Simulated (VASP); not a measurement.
A run of VASP 6.6.1 is set up as follows.

The input INCAR:

```
SYSTEM = NiO
ALGO = Normal
AMIX = 0.2
AMIX_MAG = 0.8
BMIX = 1E-4
BMIX_MAG = 1E-4
EDIFF = 1E-7
EDIFFG = -0.005
ENCUT = 600
GGA = PE
IBRION = 2
ISIF = 3
ISMEAR = 0
ISPIN = 2
LASPH = .TRUE.
LCHARG = .FALSE.
LDAU = .TRUE.
LDAUJ = 0 0
LDAUL = 2 -1
LDAUPRINT = 1
LDAUTYPE = 2
LDAUU = 6.2 0
LMAXMIX = 4
LORBIT = 11
LREAL = .FALSE.
LWAVE = .FALSE.
MAGMOM = 2 0
NELM = 150
NSW = 90
PREC = Accurate
SIGMA = 0.03
```

Contents of KPOINTS:

```
k-points
0
G
  12 12 12
  0 0 0
```

Contents of POSCAR:

```
NiO                                     
1.0
    0.0000000000      2.0978138330      2.0978138330
    2.0978138330      0.0000000000      2.0978138330
    2.0978138330      2.0978138330     -0.0000000000
  Ni              O             
     1     1
Direct
     0.0000000000000000    0.0000000000000000    0.0000000000000000
     0.5000000000000000    0.5000000000000000    0.5000000000000000
```

Potentials or basis: VASP PAW PBE potentials, release 64 (Ni, O).

Launch:

```bash
$ cat potpaw_PBE.64/Ni/POTCAR potpaw_PBE.64/O/POTCAR > POTCAR
$ mpirun -np 1 vasp_std > vasp.out
```

Q: Predict the band gap on the k mesh.

A: 2.55 eV, indirect (least direct gap 3.19 eV).

Q: Predict the net moment.

A: 2.00 μB per cell.

Final structure:
```yaml
crystal:
  lattice:
    - [0.00000, 2.09781, 2.09781]
    - [2.09781, 0.00000, 2.09781]
    - [2.09781, 2.09781, 0.00000]
  atoms:
    - { symbol: Ni, position: [0.00000, 0.00000, 0.00000] }
    - { symbol: O, position: [0.50000, 0.50000, 0.50000] }
```

Caveat: the relaxation stopped at its first step, so nothing moved; a cell with one magnetic atom can't hold antiferromagnetic order, which such compounds often take. The state reached can hang on the start; a lower one may exist.
